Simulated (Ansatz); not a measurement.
The system is CoO.

```
Co O
1.0
     3.19765    0.00000    0.00000
    -1.59882    2.76924    0.00000
     0.00000    0.00000    5.22871
Co O
2 2
Direct
  0.33333 0.66667 0.50336
  0.00000 0.00000 0.00347
  0.33333 0.66667 0.87156
  0.00000 0.00000 0.37161
```

Measurements of this composition are mostly on another form, of space group No. 225.

Base run:

* Program: Ansatz 0.2.0
* Functional: LDA
* Potentials or basis: Ansatz PAW
* Cutoff: 420 eV
* Density cutoff: 1680 eV
* k mesh: 10 × 10 × 5
* Occupations: fermi-dirac, width 0.05 eV
* Spin: collinear spin, ferromagnetic start
* Starting moments: [2.0, 2.0, 0.0, 0.0] μB

Its results: band gap on the k mesh none (metal or under the smearing width); pressure -18.0 GPa; net moment 0.00 μB per cell; site moments Co +1.98, -1.98; O -0.15, +0.15 μB.

**Question.** The run is repeated on the same cell with these changes: functional from LDA to r2SCAN; cutoff from 420 eV to 500 eV; density cutoff from 1680 eV to 2000 eV. What comes out?

**Answer.** Band gap on the k mesh 0.72 eV, indirect (least direct gap 0.86 eV); pressure 0.5 GPa; net moment 0.00 μB per cell; site moments Co +2.33, -2.33; O -0.13, +0.13 μB.

r2SCAN gives the wider gap, since meta-GGAs in the generalised Kohn-Sham scheme recover part of the derivative discontinuity.

Caveats: the PAW data sets come from PBE, with cores solved anew for the run's functional, which leaves a small shift of forces and pressure; semilocal functionals often make such compounds metallic where correlation or magnetic order opens a gap, which also shifts bond lengths (some runs); the magnetic or orbital state may not be the lowest (some runs).

Not every run made on this cell is shown here.
